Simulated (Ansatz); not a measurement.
Runs of Ansatz 0.2.0 on CdO2. The structure is trigonal, space group P-3m1 (No. 164). Conventional cell: a = 3.476 Å, b = 3.476 Å, c = 4.148 Å, α = 90.00°, β = 90.00°, γ = 120.00°. Around Cd (site symmetry -3m) lie 6 O at 2.25 Å. Around O (site symmetry 3m) lie 3 Cd at 2.25 Å. The cell comes from a database or a generator and needn't be the stable form of this composition.

```tsv
task	level	cell	points for each segment of the path	gap on the mesh (eV)	pressure (GPa)	relaxed volume (Å³/atom)	largest force (eV/Å)
single point	PBE0	as given	-	none	-10.0	-	0.26
band structure	HSE06	as given	4	none	-8.1	-	(b)
relaxation of cell and atoms	HSE06	relaxed	-	none	0.0	(a)	-
relaxation of cell and atoms	PBE0	relaxed	-	none	0.0	11.91	-
```

Alike in all rows: potentials or basis Ansatz PAW; no spin polarisation; k mesh 6 × 6 × 4; cutoff (eV) 420; smearing fermi-dirac 0.05 eV; the mesh is coarse, so values aren't converged.

Q: Fill in the values left out.

A: (a) 11.95; (b) 0.01.

Caveats: all runs use coarse meshes; the PAW data sets come from PBE, with cores solved anew for the run's functional, which leaves a small shift of forces and pressure; the thresholds are loose for stress (some runs); the volume moved by over 15 % at a fixed basis, so the end points are rough (some runs); the plane-wave basis is chosen anew once the cell has moved, so the energies of steps on either side of that aren't comparable (some runs).

A k mesh can miss the band edges, and the runs leave out spin-orbit coupling on Cd.

A gap of «none» marks a metal or a gap under the smearing width.
